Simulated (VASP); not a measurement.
# SiGe3 (I-42d) in VASP: relaxation of cell and atoms with PBE

Aim: the relaxation of cell and atoms of SiGe3 with PBE.

Everything below comes from runs of VASP 6.6.1. Logs are shortened: lines on timing, memory, paths and dates and some standing lists are left out, and cuts for length are marked.

## Step 1: The structure

Symmetry: I-42d, No. 122, tetragonal system. The conventional cell has a = 5.600 Å, b = 5.600 Å, c = 11.200 Å, α = 90.00°, β = 90.00°, γ = 90.00°. Around Si (site symmetry -4) lie 4 Ge at 2.42 Å. Around Ge (site symmetry 2) lie 2 Si at 2.42 Å and 2 Ge at 2.42 Å. Around Ge (site symmetry -4) lie 4 Ge at 2.42 Å.

The cell was built by a generator and needn't be a form met in nature.

## Step 2: Relaxation of cell and atoms, PBE

File INCAR:

```
PREC = Normal
ENCUT = 520
EDIFF = 1E-4
ISMEAR = 0
SIGMA = 0.15
LREAL = F
LASPH = T
NELM = 60
ALGO = Fast
ISIF = 3
LWAVE = F
LCHARG = F
GGA = PE
IBRION = 2
NSW = 24
EDIFFG = -0.08
```

File KPOINTS:

```
Automatic mesh
0
Gamma
  4 4 4
```

File POSCAR:

```
SiGe3
1.0
   -2.8000000000      2.8000000000      5.6000000000
    2.8000000000     -2.8000000000      5.6000000000
    2.8000000000      2.8000000000     -5.6000000000
Si Ge
2 6
Direct
    0.0000000000      0.0000000000      0.0000000000
    0.7500000000      0.2500000000      0.5000000000
    0.6250000000      0.6250000000      0.5000000000
    0.5000000000      0.5000000000      0.0000000000
    0.1250000000      0.1250000000      0.5000000000
    0.3750000000      0.8750000000      0.0000000000
    0.8750000000      0.3750000000      0.0000000000
    0.2500000000      0.7500000000      0.5000000000
```

Potentials or basis: VASP PAW PBE potentials, release 64 (Si, Ge_d).

On the command line:

```
$ cat potpaw_PBE.64/Si/POTCAR potpaw_PBE.64/Ge_d/POTCAR > POTCAR
$ mpirun -np 1 vasp_std > vasp.out
```

OUTCAR:

```text
PREC = Normal
   ENCUT = 520
   EDIFF = 1E-4
   ISMEAR = 0
   LREAL = F
   LASPH = T
   NELM = 60
   ISIF = 3
   GGA = PE
   IBRION = 2
   NSW = 24
   EDIFFG = -0.08

 ion  position               nearest neighbor table
   1  0.000  0.000  0.000-   5 2.42   6 2.42   7 2.42   3 2.42
   2  0.750  0.250  0.500-   3 2.42   5 2.42   7 2.42   6 2.42
   3  0.625  0.625  0.500-   1 2.42   2 2.42   8 2.42   4 2.42
   4  0.500  0.500  0.000-   3 2.42   6 2.42   7 2.42   5 2.42
   5  0.125  0.125  0.500-   2 2.42   4 2.42   8 2.42   1 2.42
   6  0.375  0.875  0.000-   1 2.42   2 2.42   4 2.42   8 2.42
   7  0.875  0.375  0.000-   1 2.42   4 2.42   8 2.42   2 2.42
   8  0.250  0.750  0.500-   3 2.42   5 2.42   6 2.42   7 2.42

  LATTYP: Found a body centered tetragonal cell.
 ALAT       =     5.6000000000
 C/A-ratio  =     2.0000000000

  Lattice vectors:

 A1 = (  -2.8000000000,   2.8000000000,   5.6000000000)
 A2 = (   2.8000000000,  -2.8000000000,   5.6000000000)
 A3 = (   2.8000000000,   2.8000000000,  -5.6000000000)

Analysis of symmetry for initial positions (statically):
=====================================================================
 Subroutine PRICEL returns:
 Original cell was already a primitive cell.

 Routine SETGRP: Setting up the symmetry group for a
 body centered tetragonal supercell.

 Subroutine GETGRP returns: Found  8 space group operations
 (whereof  4 operations were pure point group operations)
 out of a pool of 16 trial point group operations.

The static configuration has the point symmetry S_4 .
 The point group associated with its full space group is D_2d.

Analysis of symmetry for dynamics (positions and initial velocities):
=====================================================================
 Subroutine PRICEL returns:
 Original cell was already a primitive cell.

 Routine SETGRP: Setting up the symmetry group for a
 body centered tetragonal supercell.

 Subroutine GETGRP returns: Found  8 space group operations
 (whereof  4 operations were pure point group operations)
 out of a pool of 16 trial point group operations.

The dynamic configuration has the point symmetry S_4 .
 The point group associated with its full space group is D_2d.

 Subroutine INISYM returns: Found  8 space group operations
 (whereof  4 operations are pure point group operations),
 and found     1 'primitive' translations

----------------------------------------------------------------------------------------

                                     Primitive cell

[... 83 lines left out ...]
   ICHARG =      2    charge: 1-file 2-atom 10-const
   ISPIN  =      1    spin polarized calculation?
   LNONCOLLINEAR =      F non collinear calculations
   LSORBIT =      F    spin-orbit coupling
   LASPH  =      T    aspherical Exc in radial PAW
   ENCUT  =  520.0 eV  38.22 Ry    6.18 a.u.  12.75 12.75 12.75*2*pi/ulx,y,z
   NELM   =     60;   NELMIN=  2; NELMDL= -5     # of ELM steps
   EDIFF  = 0.1E-03   stopping-criterion for ELM
   LREAL  =      F    real-space projection
   EDIFFG = -.8E-01   stopping-criterion for IOM
   NSW    =     24    number of steps for IOM
   IBRION =      2    ionic relax: 0-MD 1-quasi-New 2-CG
   NFREE  =      1    steps in history (QN), initial steepest desc. (CG)
   ISIF   =      3    stress and relaxation
   ISYM   =      2    0-nonsym 1-usesym 2-fastsym
   POTIM  = 0.5000    time-step for ionic-motion
   TEBEG  =    0.0;   TEEND  =   0.0 temperature during run
   PSTRESS=    0.0 pullay stress
   NELECT =      92.0000    total number of electrons
   NUPDOWN=      -1.0000    fix difference up-down
   EMIN   =  10.00;   EMAX   =-10.00  energy-range for DOS
   EFERMI =   0.00;   METHOD = LEGACY
   ISMEAR =     0;   SIGMA  =   0.15  broadening in eV -4-tet -1-fermi 0-gaus
   EFERMI_NEDOS =   21; number of points for ismear=-14 and -15
   IALGO  =     68    algorithm
   IMIX   =      4    mixing-type and parameters
     AMIX     =   0.40;   BMIX     =  1.00
     AMIX_MAG =   1.60;   BMIX_MAG =  1.00
  volume/ion in A,a.u.               =      21.95       148.14
  Fermi-wavevector in a.u.,A,eV,Ry     =   1.319723  2.493915 23.696838  1.741668
  Thomas-Fermi vector in A             =   2.449601
   LORBIT       =      0    0 simple, 1 ext, 2 COOP (PROOUT), +10 PAW based schemes
   GGA     = PE    functional components
   LHFCALC =     F    Hartree Fock is set to
   AEXX    =    0.0000 exact exchange contribution
   IVDW    =     0    specifies the selected vdW correction
   LEPSILON=     F    determine dielectric tensor
   LRPA    =     F    only Hartree local field effects (RPA)
 conjugate gradient relaxation of ions
 non-spin polarized calculation
 RMM-DIIS sequential band-by-band and
 Gauss-broadening in eV      SIGMA  =   0.15
  energy-cutoff  :      520.00
  volume of cell :      175.62
 maximum number of plane-waves:      4757
   NGX = 25   NGY = 25   NGZ = 25

--------------------------------------- Ionic step        1  -------------------------------------------

 number of electron      91.9999928 magnetization

 Free energy of the ion-electron system (eV)
  ---------------------------------------------------
  ext. energy  EPLUGINS =         0.00000000
  ---------------------------------------------------
  free energy    TOTEN  =       -37.69870344 eV

  energy without entropy =      -37.69821753  energy(sigma->0) =      -37.69846049

------------------------ aborting loop because EDIFF is reached ----------------------------------------

  FORCE on cell =-STRESS in cart. coord.  units (eV):
  Direction    XX          YY          ZZ          XY          YZ          ZX
  --------------------------------------------------------------------------------------
  -------------------------------------------------------------------------------------
  Total        3.1506599      3.1506599      3.1123146      0.0000000     -0.0000000      0.0000000
  in kB       28.7440542     28.7440542     28.3942230      0.0000000     -0.0000000      0.0000000
  external PRESSURE =      28.6274438 kB  Pullay stress =       0.0000000 kB
[... 323 lines left out ...]
--------------------------------------- Ionic step        9  -------------------------------------------

 number of electron      91.9999958 magnetization

 Free energy of the ion-electron system (eV)
  ---------------------------------------------------
  ext. energy  EPLUGINS =         0.00000000
  ---------------------------------------------------
  free energy    TOTEN  =       -37.81230305 eV

  energy without entropy =      -37.81057951  energy(sigma->0) =      -37.81144128

 E-fermi :   5.0213     XC(G=0):  -9.6515

 val. band max:        4.8384409150   @ k =   0.0000   0.0000   0.0000
 cond. band min:       5.2228225468   @ k =   0.5000   0.5000   0.0000
 fundamental gap:      0.3843816318
 Fermi energy:         5.0213384582

 k-point     1 :       0.0000    0.0000    0.0000
  band No.  band energies     occupation
      1     -19.8352      2.00000
      2     -19.8352      2.00000
      3     -19.8273      2.00000
      4     -19.8112      2.00000
      5     -19.7809      2.00000
      6     -19.7809      2.00000
[... 778 lines left out ...]
  FREE ENERGIE OF THE ION-ELECTRON SYSTEM (eV)
  ---------------------------------------------------
  free  energy   TOTEN  =       -37.8123030501 eV

  energy  without entropy=      -37.8105795118  energy(sigma->0) =      -37.81144128

 reached required accuracy - stopping structural energy minimisation
```

OSZICAR:

```text
N       E                     dE             d eps       ncg     rms          rms(c)
DAV:   1     0.110171833954E+04    0.11017E+04   -0.42766E+04  1747   0.419E+03
DAV:   2     0.179494563463E+03   -0.92222E+03   -0.89289E+03  1430   0.112E+03
[... 63 lines left out ...]
   8 F= -.37812025E+02 E0= -.37811121E+02  d E =-.232499E-01
       N       E                     dE             d eps       ncg     rms          rms(c)
DAV:   1    -0.378145919935E+02   -0.25689E-02   -0.48927E-02  1799   0.237E+00    0.303E-01
RMM:   2    -0.378128097355E+02    0.17823E-02   -0.44456E-03  1644   0.632E-01    0.152E-01
RMM:   3    -0.378122953698E+02    0.51437E-03   -0.17676E-03  1631   0.346E-01    0.268E-02
RMM:   4    -0.378123030501E+02   -0.76803E-05   -0.46606E-04  1172   0.138E-01
   9 F= -.37812303E+02 E0= -.37811441E+02  d E =-.235284E-01
```

It took 9.6 min on 1 thread of Intel Xeon Platinum 8375C at 2.90GHz (Ice Lake), shared host; peak memory 0.3 GiB.

Results:

* Free energy: -37.8123 eV
* Relaxed volume: 22.77 Å³/atom
* Relaxed cell: a = 6.941 Å, b = 6.941 Å, c = 6.941 Å, α = 131.79°, β = 131.79°, γ = 70.56°
* Space group after relaxing (to 0.05 Å): I-42d (No. 122)
* Energy gained by relaxing: 14.2 meV/atom
* Ionic steps: 9
* Pressure after relaxing: 0.5 GPa
* Largest force after relaxing: 0.069 eV/Å
* Band gap on the k mesh: 0.38 eV, indirect (least direct gap 0.50 eV)

Forces on the atoms (eV/Å):
```
Si   0.000  0.000  0.000
Si   0.000  0.000  0.000
Ge   0.000  0.069  0.000
Ge   0.000  0.000  0.000
Ge   0.000 -0.069  0.000
Ge   0.069  0.000  0.000
Ge  -0.069  0.000  0.000
Ge   0.000  0.000  0.000
```

Step by step:
| step | energy change (eV) | largest force (eV/Å) | pressure (GPa) | volume (Å³) |
| --- | --- | --- | --- | --- |
| 1 | 0.0000 | 0.5677 | 2.86 | 175.62 |
| 2 | -0.0922 | 0.2214 | -0.01 | 185.78 |
| 3 | -0.0854 | 0.1680 | -3.09 | 186.92 |
| 4 | -0.0912 | 0.2623 | -0.16 | 185.98 |
| 5 | -0.0886 | 0.1738 | -2.18 | 186.45 |
| 6 | -0.0901 | 0.2630 | -1.06 | 186.19 |
| 7 | -0.1136 | 0.0888 | 0.53 | 182.03 |
| 8 | -0.1133 | 0.1643 | -0.64 | 182.44 |
| 9 | -0.1136 | 0.0686 | 0.49 | 182.14 |

Final structure:
```yaml
crystal:
  lattice:
    - [-2.83472, 2.83472, 5.66654]
    - [2.83472, -2.83472, 5.66654]
    - [2.83472, 2.83472, -5.66654]
  atoms:
    - { symbol: Si, position: [0.00000, 0.00000, 0.00000] }
    - { symbol: Si, position: [0.75000, 0.25000, 0.50000] }
    - { symbol: Ge, position: [0.63226, 0.62500, 0.50726] }
    - { symbol: Ge, position: [0.50000, 0.50000, 0.00000] }
    - { symbol: Ge, position: [0.11774, 0.12500, 0.49274] }
    - { symbol: Ge, position: [0.37500, 0.88226, 0.00726] }
    - { symbol: Ge, position: [0.87500, 0.36774, 0.99274] }
    - { symbol: Ge, position: [0.25000, 0.75000, 0.50000] }
```

Caveat: the relaxation stopped at a loose force limit of 0.08 eV/Å, so its end isn't a converged minimum.
